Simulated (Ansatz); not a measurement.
# S: from a first guess to the relaxed fcc type

First guess:

```xyz
1
Lattice="0.0000 1.7718 1.7718 1.7718 0.0000 1.7718 1.7718 1.7718 0.0000" Properties=species:S:1:pos:R:3 pbc="T T T"
S     0.0000    0.0000    0.0000
```

All numbers below come from DFT, PBE, PAW with Ansatz's default frozen-core files, scalar-relativistic (Ansatz 0.2.0).

Cell and atoms relax within the symmetry of the start on a 16×16×16 k mesh with 0.03 eV Fermi–Dirac smearing.

The start is built from a prototype, known or not as a phase of this compound; the cutoff is 420 eV.

(1) What is the pressure of the first guess?

(2) What does it relax to?

(3) How much energy does the relaxation release?

Results:

(1) 58.2 GPa.

(2) a = 3.988 Å, b = 3.988 Å, c = 3.988 Å, α = 90.00°, β = 90.00°, γ = 90.00° (conventional cell), 15.86 Å³ per atom:
Space group Fm-3m (No. 225). a = 3.988 Å, b = 3.988 Å, c = 3.988 Å, α = 90.00°, β = 90.00°, γ = 90.00°
| atom | site | symmetry | x | y | z |
| --- | --- | --- | --- | --- | --- |
| S | 4a | m-3m | 0.0000 | 0.0000 | 0.0000 |

(3) 642 meV/atom.
